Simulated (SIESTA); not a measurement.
Sb under changes of volume

One of the cells (26.213 Å³/atom); the others are scaled copies at fixed shape and fractional positions:

```
Sb
1.0
    -1.87134    1.87134    1.87134
     1.87134   -1.87134    1.87134
     1.87134    1.87134   -1.87134
Sb
1
Direct
  0.00000 0.00000 0.00000
```

This isn't the form of Sb at room conditions, which is rhombohedral.

```yaml
Program: SIESTA 5.4.2
Functional: LDA
Potentials_or_basis: PseudoDojo 0.4 standard (LDA files)
Basis: DZP (energy shift 0.003 Ry; two zetas on semicore shells)
Grid_cutoff: 500 Ry
Energy_shift: 0.003 Ry
k_mesh: 10 × 10 × 10
Occupations: fermi-dirac, width 0.05 eV
Spin: no spin polarisation
```

```tsv
volume (Å³/atom)	energy over the lowest point (meV/atom)	pressure (GPa)
24.640	28.72	5.6
25.165	13.45	3.7
25.689	3.99	2.0
26.213	0.00	0.4
26.737	?	?
27.262	6.10	-2.2
27.786	15.27	-3.4
```

**Question.** What does the run at 26.737 Å³/atom give?

**Answer.** Energy over the lowest point 0.82 meV/atom; pressure -1.0 GPa.

Worked out: A Birch-Murnaghan fit of order 3 (a polynomial in V^(-2/3)) to the other rows has its minimum at 26.38 Å³/atom with B0 = V·E''(V) = 72 GPa and B' = 4.0. It gives 0.84 meV/atom at 26.737 Å³/atom, against the run's 0.82, and -dE/dV = -0.9 GPa, against -1.0.

Energies are extrapolated to zero smearing.

Caveats: the basis of atomic orbitals isn't converged, which shifts pressures, moduli and gaps.
